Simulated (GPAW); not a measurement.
# Static electronic dielectric constant of BaS from revPBE: response kernel, k mesh, band sum, local-field cutoff and scissors shift

In a phosphor or an optical film, the electronic dielectric constant ε∞ fixes the refractive index well below the gap and the screening between electrons and holes. An error in it passes into estimates of light extraction and exciton binding. For rock-salt BaS, ε∞ is calculated here with clamped ions from revPBE bands at the fixed measured cell, relative to vacuum (ε = 1). The question is which settings matter: the kernel (RPA, ALDA or Bootstrap), the k mesh, the number of bands, the local-field cutoff, or a rigid 2 eV upward shift of the empty bands. The comparisons are between levels of calculation; no measured ε∞ is tabulated, so they show sensitivity rather than accuracy.

## Method

The measured cell of a diffraction database, fixed. GPAW 26.7.0, plane waves with PAW (cutoff 400 eV), no spin polarisation, no spin-orbit coupling, clamped ions. Each name gives functional, response level, k mesh, size of the sum over states, local-field cutoff and any scissors shift of the empty bands; line broadening 0.1 eV. The smallest direct gap met on these meshes is 2.37 eV. All ran on Arm Neoverse V2, shared with other work, so times are rough.

Notes on method and selection:

- Spin-orbit coupling is left out; with atoms heavier than cadmium it mostly narrows gaps and raises ε∞.
- Meshes coarser than about 0.2 1/Å can put ε∞ too high by tens of per cent where the direct gap is small.
- Runs that did not converge, have known faults or may not be shown are not listed, and runs on Ansatz's PAW sets soft_1 and soft_2 are kept to separate tables.

Columns:

- bands: bands in the sum.
- scissors (eV): scissors shift.
- k spacing (1/Å): k-point spacing.
- ε∞: real dielectric constant at zero frequency.
- cost (core-s): processor time of the response step.

## Data

| member | bands | local-field cutoff (eV) | scissors (eV) | k spacing (1/Å) | ε∞ | cost (core-s) |
| --- | --- | --- | --- | --- | --- | --- |
| revPBE, RPA, 16×16×16, 18 bands, 50 eV | 18 | 50 | 0 | 0.11 | 4.32 | 10 |
| revPBE, ALDA, 16×16×16, 40 bands, 50 eV | 40 | 50 | 0 | 0.11 | 4.61 | 24 |
| revPBE, Bootstrap, 16×16×16, 40 bands, 50 eV, scissors 2 eV | 40 | 50 | 2 | 0.11 | 4.26 | 20 |
| revPBE, RPA, 8×8×8, 18 bands, 50 eV | 18 | 50 | 0 | 0.21 | 4.32 | 3.8 |
| revPBE, RPA, 16×16×16, 40 bands, 50 eV, scissors 2 eV | 40 | 50 | 2 | 0.11 | ? | 20 |
| revPBE, RPA, 16×16×16, 40 bands, 15 eV | 40 | 15 | 0 | 0.11 | 4.44 | 20 |
| revPBE, ALDA, 16×16×16, 18 bands, 50 eV | 18 | 50 | 0 | 0.11 | 4.55 | 12 |
| revPBE, RPA, 16×16×16, 40 bands, 50 eV | 40 | 50 | 0 | 0.11 | 4.36 | 20 |
| revPBE, RPA, 8×8×8, 40 bands, 50 eV | 40 | 50 | 0 | 0.21 | 4.36 | 6.1 |
| revPBE, Bootstrap, 16×16×16, 18 bands, 50 eV, scissors 2 eV | 18 | 50 | 2 | 0.11 | 4.24 | 10 |
| revPBE, RPA, 16×16×16, 18 bands, 15 eV | 18 | 15 | 0 | 0.11 | 4.39 | 10 |
| revPBE, RPA, 16×16×16, 18 bands, 50 eV, scissors 2 eV | 18 | 50 | 2 | 0.11 | 3.56 | 10 |

Cells marked ? are withheld until the estimate has been made.

## Reading the trend

The scissors shift has the largest effect. In the RPA with 18 bands and a 50 eV cutoff, it changes ε∞ by 3.56 − 4.32 = −0.76. Wider transition energies make the electrons harder to polarise. If the dipole matrix elements are kept and local fields are ignored, ε∞ − 1 varies roughly as 1/E, with E a mean transition energy. Here ε∞ − 1 falls from 4.32 − 1 = 3.32 to 3.56 − 1 = 2.56, and the ratio 3.32 / 2.56 = 1.30 equals (E + 2 eV) / E, which gives E ≈ 2 / 0.30 = 6.7 eV. This lies well above the smallest direct gap of 2.37 eV, as expected when transitions throughout the zone contribute.

The kernel comes next. With the shift in place and 18 bands, Bootstrap lies 4.24 − 3.56 = 0.68 above the RPA, which offsets most of the reduction caused by the shift. Its long-range attractive part imitates the electron–hole attraction that the RPA lacks. The ALDA kernel is also attractive but short-ranged, and without a shift it raises the RPA value by only 4.55 − 4.32 = 0.23 with 18 bands and 4.61 − 4.36 = 0.25 with 40. Close agreement between unshifted RPA and shifted Bootstrap therefore reflects two opposing changes, not insensitivity to either.

The numerical settings matter less. Raising the local-field cutoff from 15 to 50 eV lowers the RPA result by 0.07 with 18 bands and by 0.08 with 40, because more of the short-wavelength induced fields that oppose the polarisation are included. Going from 18 to 40 bands at 50 eV adds 0.04 in the unshifted RPA, through transitions to higher empty states.

The 8×8×8 and 16×16×16 meshes agree to the printed digits at both band counts. With a direct gap of this size the response varies smoothly across the zone, and the coarser mesh suffices for the unshifted RPA at about a third of the processor time. Spin–orbit coupling, omitted throughout, would mostly raise ε∞ in a compound of so heavy a cation; that error is common to all rows and is not removed by converging these settings.

## Blind estimate

Plain estimates from the members shown:

- revPBE, RPA, 16×16×16, 40 bands, 50 eV, scissors 2 eV, mean of the 11 members shown: 4.31 , standard deviation 0.26

The mean of the members shown, 4.31, is unsuitable here because most of them have no scissors shift, and of the three that do, two use Bootstrap. The closest member is the RPA run with the same mesh, cutoff and shift but 18 bands, at 3.56. Only the effect of the larger band sum has to be added.

Without the shift, that effect is 4.36 − 4.32 = 0.04 at the same cutoff. It should carry over almost whole, since the added transitions reach high empty states, where 2 eV is a small part of the transition energy. Even if the added part were weakened as much as the whole response, by 2.56 / 3.32 = 0.77, it would still be 0.03. The estimate is therefore 3.56 + 0.04 = 3.60.

The same step can be tried on the RPA pair at 15 eV: 4.39 + 0.04 = 4.43, against 4.44 in the table. On the 8×8×8 mesh it reproduces the 40-band value to the printed digits. The band effect differs more under the other kernels, 0.06 for ALDA and 0.02 for Bootstrap, but there the kernel adds its own response to the band sum. The RPA trials are the relevant ones, and their misses of 0.01 and 0.00, together with the rounding of the entries, support an error of 0.01.

**Committed estimate, revPBE, RPA, 16×16×16, 40 bands, 50 eV, scissors 2 eV: ε∞ = 3.60 ± 0.01.**

## How the estimate fared

| member | bands | local-field cutoff (eV) | scissors (eV) | k spacing (1/Å) | ε∞ | cost (core-s) |
| --- | --- | --- | --- | --- | --- | --- |
| revPBE, RPA, 16×16×16, 40 bands, 50 eV, scissors 2 eV | 40 | 50 | 2 | 0.11 | 3.59 | 20 |

| member | estimate | ε∞ | computed | estimate − computed | miss in error bars |
| --- | --- | --- | --- | --- | --- |
| revPBE, RPA, 16×16×16, 40 bands, 50 eV, scissors 2 eV | committed | 3.60 | 3.59 | +0.01 | 1.0 |
| revPBE, RPA, 16×16×16, 40 bands, 50 eV, scissors 2 eV | mean | 4.31 | 3.59 | +0.72 |  |

The computed value is 3.59 and the estimate was 3.60 ± 0.01, so the miss equals the error bar. The mean of the other members, 4.31, is too high by 0.72, because it mixes runs with and without the shift and with different kernels.

Starting from the shifted run with 18 bands was the right choice. The larger band sum adds 3.59 − 3.56 = 0.03 with the shift, against 0.04 without it. The assumption that this step carries over whole was thus good to 0.01. A slight weakening by the shift would also give 0.03, but a difference of 0.01 is no more than the rounding of the entries.

The shift itself lowers the RPA value by 0.77 with 40 bands and by 0.76 with 18. Its effect therefore hardly depends on the higher empty states, as expected if transitions to the lower ones carry most of the static response.

## Exceptions

The two RPA runs with a 2 eV shift, at 3.56 and 3.59, stand apart from the other ten members, which lie between 4.24 and 4.61. The shift widens every transition energy and so weakens the polarisation, while the RPA contains no electron–hole attraction to restore part of it. The Bootstrap runs with the same shift are higher by 0.68 with 18 bands and by 4.26 − 3.59 = 0.67 with 40, so the low values belong to the combination of shift and kernel, not to the shift alone.

This does not make the unshifted RPA the sounder description. Semilocal gaps are generally too small, which raises ε∞, and the missing electron–hole attraction lowers it; the two errors partly cancel. Correcting only the gap removes that cancellation.

At the upper end are the two ALDA runs, 4.55 and 4.61. They combine unshifted transition energies with an attractive exchange–correlation kernel, so both choices act upwards.

## Price of accuracy

At 50 eV in the unshifted RPA, going from the 8×8×8 to the 16×16×16 mesh raises the response time from 3.8 to 10 core-s with 18 bands and from 6.1 to 20 core-s with 40, with no change in ε∞ to the printed digits. On the finer mesh, 40 bands instead of 18 take about twice the time and add 0.04. The higher local-field cutoff shows no extra cost in the table and changes ε∞ by 0.07 to 0.08, so there is little reason to save on it. All these times are small, and they cover only the response step.

## Closing remarks

For BaS at this fixed cell, the choice of kernel and shift matters far more than the numerical settings. Going from 18 to 40 bands adds 0.02 to 0.06 over the six pairs in the table; adding 0.04 to an 18-band result reproduces each 40-band partner within 0.02, which is a fairer error bar than the 0.01 used above.

In optical terms, the refractive index well below the gap is n = √ε∞. With 40 bands and a 50 eV cutoff, the RPA gives √4.36 = 2.09 without the shift and √3.59 = 1.89 with it, while shifted Bootstrap gives √4.26 = 2.06.

These values apply to light too fast for the ions to follow. In a truly static field the ions of a polar rock-salt crystal also move and raise the dielectric constant further, so ε∞ must not be used in place of the full static value.
